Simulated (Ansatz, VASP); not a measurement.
One calculation of SiGe2, two programs

```
Si Ge
1.0
     3.99553    0.00000    0.00000
    -1.99777    3.46023    0.00000
     0.00000    0.00000    9.78713
Si Ge
2 4
Direct
  0.33333 0.66667 0.79149
  0.66667 0.33333 0.20850
  0.66667 0.33333 0.45588
  0.00000 0.00000 0.12762
  0.33333 0.66667 0.54412
  0.00000 0.00000 0.87238
```

Alike in both runs: functional PBE; k mesh 12 × 12 × 4; occupations gaussian, width 0.02 eV; no spin polarisation.

Ansatz relaxed the structure, and its values are those at the end. VASP's run is a single point on that final structure, the one shown.

```csv
,VASP,Ansatz
version,VASP 6.6.1,Ansatz 0.2.0
potentials or method,"VASP PAW PBE potentials, release 64 (Si, Ge_d)","scalar-relativistic, plane waves, PAW"
plane-wave cutoff (eV),520,420
valence electrons in the cell,64,64
```

```csv
,VASP,Ansatz,Ansatz less VASP
gap on the k mesh at the Fermi level (eV),0.47,0.47,-0.004
least direct gap on the mesh (eV),0.53,0.53,-0.004
pressure (GPa),-0.1,0.0,+0.08
```
